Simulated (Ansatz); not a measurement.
A crystal relaxed with r2SCAN in the PAW code Ansatz has space group P6_322 (No. 182) and a = 5.036 Å, c = 8.565 Å.

```json
{"atom": "Xx", "site": "4f", "x": "0.6667", "y": "0.3333", "z": "0.9370"}
{"atom": "O", "site": "6g", "x": "0.0000", "y": "0.4132", "z": "0.0000"}
{"atom": "O", "site": "2c", "x": "0.6667", "y": "0.3333", "z": "0.7500"}
```

The r2SCAN gap is indirect, 6.17 eV (Γ–A (0.38 of the way from Γ) to Γ), below the direct gap of 6.22 eV at Γ–A (0.10 of the way from Γ). HSE06 gives an indirect gap of 7.32 eV, from Γ–A (0.38 of the way from Γ) to Γ; the least direct gap is 7.37 eV at Γ–A (0.10 of the way from Γ). The PBE gap is indirect, 5.58 eV (Γ–A (0.40 of the way from Γ) to Γ), below the direct gap of 5.63 eV at Γ–A (0.10 of the way from Γ). Meshes: r2SCAN 6×6×4, HSE06 6×6×2, PBE 6×6×4. r2SCAN's ε∞ is 2.1 along all three axes, to this precision.

Q: Which element is Xx?
A. Si
B. Ge
C. C
D. Sn

A: A. Xx is Si: SiO2 (P6_322) from a database of computed structures. Si is surrounded by 4 O at 1.60–1.61 Å; O is surrounded by 2 Si at 1.61 Å; O is surrounded by 2 Si at 1.60 Å.

Calculated for a static, non-magnetic cell.

Where an edge lies off the special points, it is a point of the mesh or the k point where a search put PBE's edge or least direct gap, reused for the other functionals, whose own edges may lie a little apart; PBE's own value is read along its path and can be a few hundredths of an eV high.

The meshes of the hybrids are coarse, so their gaps aren't converged to the digits shown.

For a response run the program warns that the ground state's bands aren't all converged, so ε∞ carries an extra error.
